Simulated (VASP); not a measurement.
BN:

```xyz
2
Lattice="0.0000 1.8130 1.8130 1.8130 0.0000 1.8130 1.8130 1.8130 0.0000" Properties=species:S:1:pos:R:3 pbc="T T T"
N     0.9065    0.9065    0.9065
B     0.0000    0.0000    0.0000
```

The cell is a database's computed one.

* Program: VASP 6.6.1
* Task: relaxation of cell and atoms
* Functional: PBE0
* Potentials or basis: VASP PAW PBE potentials, release 64 (N, B)
* Cutoff: 600 eV
* k mesh: 7 × 7 × 7
* Occupations: fermi-dirac, width 0.05 eV
* Spin: no spin polarisation

At the start: pressure -9.1 GPa; volume 5.96 Å³/atom.

Task: Where does the relaxation end?

Result: Over 3 steps the energy falls by 4.0 meV/atom and the volume is 5.82 Å³/atom (-2.3 %); space group F-43m (No. 216, to 0.05 Å).

The path:
```tsv
step	energy change (eV)	largest force (eV/Å)	pressure (GPa)	volume (Å³)
1	0.0000	0.0000	-9.12	11.92
2	0.0021	0.0000	11.05	11.34
3	-0.0080	0.0000	-0.03	11.64
```

Final structure:
```yaml
crystal:
  lattice:
    - [0.00000, 1.79894, 1.79894]
    - [1.79894, 0.00000, 1.79894]
    - [1.79894, 1.79894, 0.00000]
  atoms:
    - { symbol: N, position: [0.25000, 0.25000, 0.25000] }
    - { symbol: B, position: [0.00000, 0.00000, 0.00000] }
```

Caveat: the k mesh is coarse (spacing up to 0.43 Å⁻¹), so the values aren't converged, least of all with exact exchange; the PAW data sets were made with another functional, which shifts forces and pressure a little.
